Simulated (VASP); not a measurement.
# WC (Fd-3m) in VASP: a series of runs

Runs on WC. Level: LDA. Tasks: relaxation of cell and atoms.

Program: VASP 6.6.1. These are calculated values, not measurements. Logs are shortened: lines on timing, memory, paths and dates and some standing lists are left out, and cuts for length are marked.

**1. Starting point**

The structure is cubic, space group Fd-3m (No. 227). The conventional cell has a = 5.774 Å, b = 5.774 Å, c = 5.774 Å, α = 90.00°, β = 90.00°, γ = 90.00°. Around W (site symmetry -43m) lie 4 W at 2.50 Å and 4 C at 2.50 Å. C (site symmetry -43m) is surrounded by 4 W at 2.50 Å and 4 C at 2.50 Å.

The cell was built by a generator and needn't be a form met in nature.

**2. Relaxation of cell and atoms, LDA, target pressure 20 GPa, at which the enthalpy is minimised**

File INCAR:

```
SYSTEM = WC
ALGO = Normal
EDIFF = 1E-6
EDIFFG = -0.02
ENCUT = 600
IBRION = 2
ISIF = 3
ISMEAR = -1
LASPH = .TRUE.
LCHARG = .FALSE.
LREAL = .FALSE.
LWAVE = .FALSE.
NELM = 80
NSW = 60
PREC = Accurate
PSTRESS = 200
SIGMA = 0.05
```

File KPOINTS:

```
k-points
0
G
  6 6 6
  0 0 0
```

File POSCAR:

```
WC
1.0
    0.0000000000      2.8868000000      2.8868000000
    2.8868000000      0.0000000000      2.8868000000
    2.8868000000      2.8868000000      0.0000000000
W C
2 2
Direct
    0.5000000000      0.5000000000      0.5000000000
    0.7500000000      0.7500000000      0.7500000000
    0.0000000000      0.0000000000      0.0000000000
    0.2500000000      0.2500000000      0.2500000000
```

Potentials or basis: VASP PAW LDA potentials, release 64 (W_sv, C).

Run with:

```console
> cat potpaw_LDA.64/W_sv/POTCAR potpaw_LDA.64/C/POTCAR > POTCAR
> mpirun -np 1 vasp_std > vasp.out
```

OUTCAR:

```text
SYSTEM = WC
   EDIFF = 1E-6
   EDIFFG = -0.02
   ENCUT = 600
   IBRION = 2
   ISIF = 3
   ISMEAR = -1
   LASPH = .TRUE.
   LREAL = .FALSE.
   NELM = 80
   NSW = 60
   PREC = Accurate
   PSTRESS = 200

 ion  position               nearest neighbor table
   1  0.500  0.500  0.500-   4 2.50   4 2.50   4 2.50   2 2.50   2 2.50   2 2.50   4 2.50   2 2.50

   2  0.750  0.750  0.750-   1 2.50   1 2.50   1 2.50   3 2.50   3 2.50   3 2.50   3 2.50   1 2.50

   3  0.000  0.000  0.000-   2 2.50   2 2.50   2 2.50   2 2.50
   4  0.250  0.250  0.250-   1 2.50   1 2.50   1 2.50   1 2.50

  LATTYP: Found a face centered cubic cell.
 ALAT       =     5.7736000000

  Lattice vectors:

 A1 = (   0.0000000000,   2.8868000000,   2.8868000000)
 A2 = (   2.8868000000,   0.0000000000,   2.8868000000)
 A3 = (   2.8868000000,   2.8868000000,   0.0000000000)

Analysis of symmetry for initial positions (statically):
=====================================================================
 Subroutine PRICEL returns:
 Original cell was already a primitive cell.

 Routine SETGRP: Setting up the symmetry group for a
 face centered cubic supercell.

 Subroutine GETGRP returns: Found 48 space group operations
 (whereof 24 operations were pure point group operations)
 out of a pool of 48 trial point group operations.

The static configuration has the point symmetry T_d .
 The point group associated with its full space group is O_h .

Analysis of symmetry for dynamics (positions and initial velocities):
=====================================================================
 Subroutine PRICEL returns:
 Original cell was already a primitive cell.

 Routine SETGRP: Setting up the symmetry group for a
 face centered cubic supercell.

 Subroutine GETGRP returns: Found 48 space group operations
 (whereof 24 operations were pure point group operations)
 out of a pool of 48 trial point group operations.

The dynamic configuration has the point symmetry T_d .
 The point group associated with its full space group is O_h .

 Subroutine INISYM returns: Found 48 space group operations
 (whereof 24 operations are pure point group operations),
 and found     1 'primitive' translations

----------------------------------------------------------------------------------------

                                     Primitive cell

  volume of cell :      48.1150

  direct lattice vectors                    reciprocal lattice vectors
     0.000000000  2.886800000  2.886800000    -0.173202162  0.173202162  0.173202162
     2.886800000  0.000000000  2.886800000     0.173202162 -0.173202162  0.173202162
     2.886800000  2.886800000  0.000000000     0.173202162  0.173202162 -0.173202162

  length of vectors
     4.082551712  4.082551712  4.082551712     0.299994944  0.299994944  0.299994944

  position of ions in fractional coordinates (direct lattice)
     0.500000000  0.500000000  0.500000000
     0.750000000  0.750000000  0.750000000
     0.000000000  0.000000000  0.000000000
     0.250000000  0.250000000  0.250000000

  ion indices of the primitive-cell ions
   primitive index   ion index
                 1           1
                 2           2
                 3           3
                 4           4

----------------------------------------------------------------------------------------

 KPOINTS: k-points

Automatic generation of k-mesh.
 Grid dimensions read from file:
 generate k-points for:    6    6    6

 Generating k-lattice:

  Cartesian coordinates                     Fractional coordinates (reciprocal lattice)
    -0.028867027  0.028867027  0.028867027     0.166666667  0.000000000  0.000000000
     0.028867027 -0.028867027  0.028867027     0.000000000  0.166666667  0.000000000
     0.028867027  0.028867027 -0.028867027     0.000000000  0.000000000  0.166666667

  Length of vectors
     0.049999157  0.049999157  0.049999157

  Shift w.r.t. Gamma in fractional coordinates (k-lattice)
     0.000000000  0.000000000  0.000000000

 Subroutine IBZKPT returns following result:
 ===========================================

 Found     16 irreducible k-points:

 Following reciprocal coordinates:
            Coordinates               Weight
  0.000000  0.000000  0.000000      1.000000
  0.166667  0.000000  0.000000      8.000000
  0.333333  0.000000  0.000000      8.000000
  0.500000  0.000000  0.000000      4.000000
  0.166667  0.166667  0.000000      6.000000
  0.333333  0.166667  0.000000     24.000000
[... 8 lines left out ...]
 -0.333333  0.333333  0.166667     24.000000
 -0.333333  0.500000  0.166667     12.000000
   k-points           NKPTS =     16   k-points in BZ     NKDIM =     16   number of bands    NBANDS=     22
   number of dos      NEDOS =    301   number of ions     NIONS =      4
   total plane-waves  NPLWV =  46656
   dimension x,y,z NGX =    36 NGY =   36 NGZ =   36
   dimension x,y,z NGXF=    72 NGYF=   72 NGZF=   72
   ions per type =               2   2
   NGX,Y,Z   is equivalent  to a cutoff of  14.66, 14.66, 14.66 a.u.
   NGXF,Y,Z  is equivalent  to a cutoff of  29.32, 29.32, 29.32 a.u.
 SYSTEM =  WC
   PREC   = accura    normal or accurate (medium, high low for compatibility)
   ISTART =      0    job   : 0-new  1-cont  2-samecut
   ICHARG =      2    charge: 1-file 2-atom 10-const
   ISPIN  =      1    spin polarized calculation?
   LNONCOLLINEAR =      F non collinear calculations
   LSORBIT =      F    spin-orbit coupling
   LASPH  =      T    aspherical Exc in radial PAW
   ENCUT  =  600.0 eV  44.10 Ry    6.64 a.u.   8.15  8.15  8.15*2*pi/ulx,y,z
   NELM   =     80;   NELMIN=  2; NELMDL= -5     # of ELM steps
   EDIFF  = 0.1E-05   stopping-criterion for ELM
   LREAL  =      F    real-space projection
   EDIFFG = -.2E-01   stopping-criterion for IOM
   NSW    =     60    number of steps for IOM
   IBRION =      2    ionic relax: 0-MD 1-quasi-New 2-CG
   NFREE  =      1    steps in history (QN), initial steepest desc. (CG)
   ISIF   =      3    stress and relaxation
   ISYM   =      2    0-nonsym 1-usesym 2-fastsym
   POTIM  = 0.5000    time-step for ionic-motion
   TEBEG  =    0.0;   TEEND  =   0.0 temperature during run
   PSTRESS=  200.0 pullay stress
   NELECT =      36.0000    total number of electrons
   NUPDOWN=      -1.0000    fix difference up-down
   EMIN   =  10.00;   EMAX   =-10.00  energy-range for DOS
   EFERMI =   0.00;   METHOD = LEGACY
   ISMEAR =    -1;   SIGMA  =   0.05  broadening in eV -4-tet -1-fermi 0-gaus
   EFERMI_NEDOS =   21; number of points for ismear=-14 and -15
   IALGO  =     38    algorithm
   IMIX   =      4    mixing-type and parameters
     AMIX     =   0.40;   BMIX     =  1.00
     AMIX_MAG =   1.60;   BMIX_MAG =  1.00
  volume/ion in A,a.u.               =      12.03        81.17
  Fermi-wavevector in a.u.,A,eV,Ry     =   1.486217  2.808543 30.053117  2.208842
  Thomas-Fermi vector in A             =   2.599531
   LORBIT       =      0    0 simple, 1 ext, 2 COOP (PROOUT), +10 PAW based schemes
   GGA     = CA    functional components
   LHFCALC =     F    Hartree Fock is set to
   AEXX    =    0.0000 exact exchange contribution
   IVDW    =     0    specifies the selected vdW correction
   LEPSILON=     F    determine dielectric tensor
   LRPA    =     F    only Hartree local field effects (RPA)
 conjugate gradient relaxation of ions
 non-spin polarized calculation
  energy-cutoff  :      600.00
  volume of cell :       48.11
 maximum number of plane-waves:      1639
 NGX is ok and might be reduce to    36
   NGX = 17   NGY = 17   NGZ = 17

--------------------------------------- Ionic step        1  -------------------------------------------

 number of electron      36.0000000 magnetization

 Free energy of the ion-electron system (eV)
  ---------------------------------------------------
  ext. energy  EPLUGINS =         0.00000000
  ---------------------------------------------------
  free energy    TOTEN  =       -39.14624022 eV

  energy without entropy =      -39.13935526  energy(sigma->0) =      -39.14279774

 E-fermi :   9.4489     XC(G=0): -13.2237

 val. band max:        9.2796404146   @ k =   0.5000   0.1667   0.0000
 cond. band min:       9.5551812879   @ k =  -0.3333   0.3333   0.0000
 fundamental gap:      0.2755408733
 Fermi energy:         9.4488559655

 k-point     1 :       0.0000    0.0000    0.0000
  band No.  band energies     occupation
      1     -64.1484      2.00000
      2     -63.7868      2.00000
      3     -29.0440      2.00000
      4     -29.0440      2.00000
      5     -29.0440      2.00000
      6     -28.0512      2.00000
[... 14 lines left out ...]
     21      10.8511      0.00000
     22      10.8511      0.00000
[... 524 lines left out ...]
  FREE ENERGIE OF THE ION-ELECTRON SYSTEM (eV)
  ---------------------------------------------------
  free  energy   TOTEN  =       -39.0617846966 eV

  energy  without entropy=      -39.0546907804  energy(sigma->0) =      -39.05823774

  enthalpy is  TOTEN    =       -33.6418229851 eV   P V=        5.4199617116

--------------------------------------- Ionic step        5  -------------------------------------------

 number of electron      36.0000001 magnetization

 Free energy of the ion-electron system (eV)
  ---------------------------------------------------
  ext. energy  EPLUGINS =         0.00000000
  ---------------------------------------------------
  free energy    TOTEN  =       -39.04915139 eV

  energy without entropy =      -39.04201587  energy(sigma->0) =      -39.04558363

 E-fermi :  10.9435     XC(G=0): -13.7826

 val. band max:       10.8019383253   @ k =   0.5000   0.1667   0.0000
 cond. band min:      11.0026643457   @ k =  -0.3333   0.3333   0.0000
 fundamental gap:      0.2007260204
 Fermi energy:        10.9434981500

 k-point     1 :       0.0000    0.0000    0.0000
  band No.  band energies     occupation
      1     -62.6486      2.00000
      2     -62.1089      2.00000
      3     -27.7214      2.00000
      4     -27.7214      2.00000
      5     -27.7214      2.00000
      6     -26.4120      2.00000
[... 14 lines left out ...]
     21      12.5830      0.00000
     22      13.0847      0.00000
[... 395 lines left out ...]
 POSITION                                       TOTAL-FORCE (eV/Angst)
 -----------------------------------------------------------------------------------
      2.78743      2.78743      2.78743        -0.000000     -0.000000     -0.000000
      4.18114      4.18114      4.18114         0.000000      0.000000      0.000000
     -0.00000      0.00000      0.00000        -0.000000     -0.000000      0.000000
      1.39371      1.39371      1.39371         0.000000      0.000000      0.000000
 -----------------------------------------------------------------------------------
    total drift:                                0.000000      0.000000      0.000000

  FREE ENERGIE OF THE ION-ELECTRON SYSTEM (eV)
  ---------------------------------------------------
  free  energy   TOTEN  =       -39.0491513863 eV

  energy  without entropy=      -39.0420158748  energy(sigma->0) =      -39.04558363

  enthalpy is  TOTEN    =       -33.6420911250 eV   P V=        5.4070602613

 reached required accuracy - stopping structural energy minimisation
```

Run time: 71 s. Hardware: 1 thread of Intel Xeon Platinum 8488C (Sapphire Rapids), shared host; peak memory 0.18 GiB.

What came out:

```yaml
Free_energy: -39.0492 eV
Relaxed_volume: 10.83 Å³/atom
Relaxed_cell: a = 3.942 Å, b = 3.942 Å, c = 3.942 Å, α = 60.00°, β = 60.00°, γ = 60.00°
Space_group_after_relaxing_to_0.05_Å: Fd-3m (No. 227)
Energy_change_on_relaxing_the_enthalpy_is_what_falls: +24.3 meV/atom
Ionic_steps: 5
Pressure_after_relaxing: 20.0 GPa
Band_gap_on_the_k_mesh: none (metal or under the smearing width)
```

Step by step:
| step | energy change (eV) | largest force (eV/Å) | pressure (GPa) | volume (Å³) |
| --- | --- | --- | --- | --- |
| 1 | 0.0000 | 0.0000 | -10.73 | 48.11 |
| 2 | 4.8315 | 0.0000 | 166.17 | 33.77 |
| 3 | 0.0496 | 0.0000 | 16.64 | 43.73 |
| 4 | 0.0845 | 0.0000 | 19.15 | 43.42 |
| 5 | 0.0971 | 0.0000 | 20.01 | 43.32 |

Final structure:
```
CELL_PARAMETERS angstrom
0.00000 2.78743 2.78743
2.78743 0.00000 2.78743
2.78743 2.78743 0.00000
ATOMIC_POSITIONS crystal
W 0.50000 0.50000 0.50000
W 0.75000 0.75000 0.75000
C 0.00000 0.00000 0.00000
C 0.25000 0.25000 0.25000
```

Caveat: the cell is relaxed towards a set pressure, so the enthalpy falls and the energy may rise.

(Continued in part 2 of 2.)
